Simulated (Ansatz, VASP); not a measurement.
**Two plane-wave programs on BN**

```
N B
1.0
     1.25112    0.72234    3.37293
    -1.25112    0.72234    3.37293
     0.00000   -1.44467    3.37293
N B
1 1
Direct
  0.66724 0.66724 0.66724
  0.00033 0.00033 0.00033
```

The cell is a database's computed one.

Alike in both runs: task single point; functional PBE; k mesh 12 × 12 × 12; occupations gaussian, width 0.029 eV; no spin polarisation.

```csv
,VASP,Ansatz
version,VASP 6.6.1,Ansatz 0.2.0
potentials or method,"VASP PAW PBE potentials, release 64 (N, B)",Ansatz PAW
plane-wave cutoff (eV),520,420
valence electrons in the cell,8,8
```

```tsv
	VASP	Ansatz	Ansatz less VASP
gap on the k mesh at the Fermi level (eV)	4.28	4.29	+0.007
least direct gap on the mesh (eV)	4.70	4.70	+0.003
pressure (GPa)	3.6	3.6	-0.07
largest component of the traceless stress (GPa)	1.40	1.20	-0.205
```

Caveats: the pressure holds a Pulay correction of +0.6 GPa for the finite cutoff (Ansatz). A k mesh can miss the band edges. PBE gaps usually lie below the measured ones, often by a third to a half.
